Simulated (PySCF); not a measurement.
## Frontier levels across methods

Benzaldehyde, C7H6O.
Structure used (PBE0-D3(BJ)/def2-SVP), in Å, numbered top down from 1:
```
atom  x, y, z in Å
O1     2.877   -1.438   -0.093
C2     2.333   -0.370   -0.217
C3     0.880   -0.141   -0.060
C4     0.352    1.144   -0.217
C5    -1.015    1.361   -0.067
C6    -1.855    0.290    0.240
C7    -1.332   -0.997    0.398
C8     0.032   -1.213    0.249
H9     2.921    0.550   -0.470
H10    1.022    1.975   -0.459
H11   -1.429    2.364   -0.190
H12   -2.929    0.459    0.358
H13   -1.996   -1.830    0.639
H14    0.475   -2.205    0.366
```

Basis pcSseg-1 throughout (PySCF), one geometry. The structure is a single PBE0-D3(BJ)/def2-SVP conformer in the gas phase; no vibrational or solvent corrections.

Q: How do the orbital energies, the gap and the dipole change with the method?

A: 
```json
{"method": "BLYP", "kind": "GGA", "HOMO (eV)": "-5.79", "LUMO (eV)": "-2.62", "gap (eV)": "3.17", "μ (D)": "3.23", "SCF cycles": "17"}
{"method": "OPBE", "kind": "GGA", "HOMO (eV)": "-5.85", "LUMO (eV)": "-2.72", "gap (eV)": "3.13", "μ (D)": "3.17", "SCF cycles": "17"}
{"method": "B97-D", "kind": "GGA", "HOMO (eV)": "-5.93", "LUMO (eV)": "-2.70", "gap (eV)": "3.23", "μ (D)": "3.28", "SCF cycles": "17"}
{"method": "BP86", "kind": "GGA", "HOMO (eV)": "-6.03", "LUMO (eV)": "-2.90", "gap (eV)": "3.13", "μ (D)": "3.25", "SCF cycles": "17"}
{"method": "KT2", "kind": "GGA", "HOMO (eV)": "-6.11", "LUMO (eV)": "-2.75", "gap (eV)": "3.36", "μ (D)": "3.23", "SCF cycles": "17"}
{"method": "B97-2", "kind": "global hybrid", "HOMO (eV)": "-7.28", "LUMO (eV)": "-1.94", "gap (eV)": "5.35", "μ (D)": "3.34", "SCF cycles": "15"}
{"method": "PBE0", "kind": "global hybrid", "HOMO (eV)": "-7.58", "LUMO (eV)": "-1.90", "gap (eV)": "5.68", "μ (D)": "3.33", "SCF cycles": "15"}
{"method": "CAM-B3LYP", "kind": "range-separated hybrid", "HOMO (eV)": "-8.94", "LUMO (eV)": "-0.77", "gap (eV)": "8.17", "μ (D)": "3.31", "SCF cycles": "14"}
{"method": "HF", "kind": "Hartree–Fock", "HOMO (eV)": "-9.64", "LUMO (eV)": "1.81", "gap (eV)": "11.45", "μ (D)": "3.66", "SCF cycles": "13"}
{"method": "LC-wPBE", "kind": "range-separated hybrid", "HOMO (eV)": "-10.24", "LUMO (eV)": "0.23", "gap (eV)": "10.48", "μ (D)": "3.24", "SCF cycles": "15"}
```

The HOMO spans 4.45 eV, from BLYP down to LC-wPBE, and the gap runs from 3.13 eV (OPBE) to 11.45 eV (HF). Over the methods BLYP (0 %), OPBE (0 %), B97-D (0 %), BP86 (0 %), KT2 (0 %), B97-2 (21 %), PBE0 (25 %), HF (100 %), a straight line through the gap against the share of exact exchange rises by 0.83 eV for each 10 % (correlation coefficient 0.998). The dipole ranges from 3.17 D (OPBE) to 3.66 D (HF). This basis has no diffuse functions.

The vertical ΔSCF ionisation energy at wB97X-D/def2-SVPD is 9.67 eV; −ε(HOMO) comes closest to it with HF (9.64 eV).
